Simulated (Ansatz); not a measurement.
**Stress against strain in Bi**

```
CELL_PARAMETERS angstrom
2.27300 1.31232 3.95400
-2.27300 1.31232 3.95400
0.00000 -2.62463 3.95400
ATOMIC_POSITIONS crystal
Bi 0.23389 0.23389 0.23389
Bi 0.76611 0.76611 0.76611
```

Atoms are numbered in the order listed.

Structure: COD 9009658, as refined from experiment and not relaxed.

No spin–orbit coupling, which matters for the heavy atoms here.

Method: Ansatz 0.2.0, DFT, PBE, all-electron LAPW, scalar-relativistic.

Settings: a Γ-centred 11×11×11 k mesh, Fermi–Dirac smearing of 0.03 eV, basis error target 0.25 meV/atom, no spin polarisation.

The strain is applied along the Cartesian axes of the cell as listed (γ is the engineering shear, twice εxy = εyz = εzx). Fractional coordinates are held (clamped ions).

σ is the change of stress from the unstrained cell, which is at 1.79 GPa; tension is positive, so slopes are stress–strain coefficients at that pressure. In a metal the k mesh adds noise.

Only quantities that a quadratic follows smoothly over the whole series are listed; rougher ones are left out.

```csv
γ,σxy (GPa),σyz (GPa)
-0.0300,-0.21,-1.43
-0.0200,-0.14,-0.95
0.0000,0.00,0.00
0.0100,0.07,0.46
0.0200,0.14,0.91
0.0300,0.20,1.36
```

Fit the series and read off the stiffness at zero strain.

Least-squares fits y = p0 + p1 x + p2 x² to the rows give σxy (GPa): p1 = 6.89, p2 = -6.7; σyz (GPa): p1 = 46.5, p2 = -38.

One run, at γ = -0.0100, is withheld. Predict its row.

The fits give -0.07, -0.47; the run gave -0.07, -0.47.
